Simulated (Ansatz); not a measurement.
# Equation of state of HgTe under RPBE+D4

```yaml
crystal:
  lattice:
    - [0.00000, 3.21450, 3.21450]
    - [3.21450, 0.00000, 3.21450]
    - [3.21450, 3.21450, 0.00000]
  atoms:
    - { symbol: Hg, position: [0.00000, 0.00000, 0.00000] }
    - { symbol: Te, position: [0.75000, 0.75000, 0.75000] }
```

The cell was scaled at fixed shape and fractions and run with Ansatz, Ansatz PAW, cutoff 420 eV; RPBE+D4, k mesh 7 × 7 × 7 on the cell of 2 atoms, fermi-dirac occupations of 0.05 eV, no spin polarisation, no spin-orbit coupling. The potentials were made for PBE. Energies are those that the program minimises, any entropy of the smearing included. For a metal such a mesh isn't converged to the digits shown.

```csv
V (Å³/atom),energy over the lowest row (meV/atom)
31.2225,61.76
31.8868,40.16
32.5512,?
33.2155,12.11
33.8798,4.55
34.5441,0.64
35.2084,0.00
```

Problem. Fit the third-order Birch-Murnaghan form, give V0, B0 and B′, and predict the energy left open.

Solution. With y = (V0/V)^(2/3), E = E0 + (9 V0 B0/16) [(y - 1)³ B′ + (y - 1)² (6 - 4y)]. Least squares through the rows shown give V0 = 35.0149 Å³/atom, E0 = -0.13 meV, B0 = 37.97 GPa (1 eV/Å³ = 160.218 GPa) and B′ = 5.28, with a largest miss of 0.01 meV. At V = 32.5512 the form with these constants gives 23.80 meV; the run gave 23.80 meV an atom.
